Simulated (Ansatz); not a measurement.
**What a trial cell of V relaxes into**

All numbers below come from Ansatz, DFT PBE, scalar-relativistic, plane waves, PAW. Cutoff 420 eV, Γ-centred k mesh, Gaussian smearing, no spin polarisation in the final step.

The start puts V on the sites of a reported Si cell (Ia-3, No. 206), at a guessed volume.

```yaml
crystal:
  lattice:
    - [-3.12980, 3.12980, 3.12980]
    - [3.12980, -3.12980, 3.12980]
    - [3.12980, 3.12980, -3.12980]
  atoms:
    - { symbol: V, position: [0.20600, 0.20600, 0.20600] }
    - { symbol: V, position: [0.50000, 0.00000, 0.29400] }
    - { symbol: V, position: [0.29400, 0.50000, 0.00000] }
    - { symbol: V, position: [0.00000, 0.29400, 0.50000] }
    - { symbol: V, position: [0.79400, 0.79400, 0.79400] }
    - { symbol: V, position: [0.50000, 0.00000, 0.70600] }
    - { symbol: V, position: [0.70600, 0.50000, 0.00000] }
    - { symbol: V, position: [0.00000, 0.70600, 0.50000] }
```

Cell and atoms relax at zero pressure; the relaxation can't lower the symmetry of the start. After a coarse first stage the cell is made exact in the group found at 0.06 Å.

Energies count from the standard state of V at the same level.

(1) What does it relax into?

(2) What are its volume, energy, density and gap?

Results:

(1) It ends in Ia-3d (No. 230). Conventional cell: a = 6.282 Å. Around V lie 3 V at 2.22 Å and 2 V at 2.72 Å.

```
V
1.0
    -3.14099    3.14099    3.14099
     3.14099   -3.14099    3.14099
     3.14099    3.14099   -3.14099
V
8
Direct
  0.25000 0.25000 0.25000
  0.50000 0.00000 0.25000
  0.25000 0.50000 0.00000
  0.00000 0.25000 0.50000
  0.75000 0.75000 0.75000
  0.50000 0.00000 0.75000
  0.75000 0.50000 0.00000
  0.00000 0.75000 0.50000
```

(2) The volume per atom is 15.49 Å³. The density is 5.46 g/cm³, the energy over the standard structure is 1.40 eV/atom and the gap on the 8×8×8 mesh is 0 eV (a metal).

The final run used a 8×8×8 mesh on its 8-atom cell and 0.10 eV smearing. The k mesh leaves about 4 meV/atom of noise in metals. A structure relaxed within its symmetry needn't be a true minimum.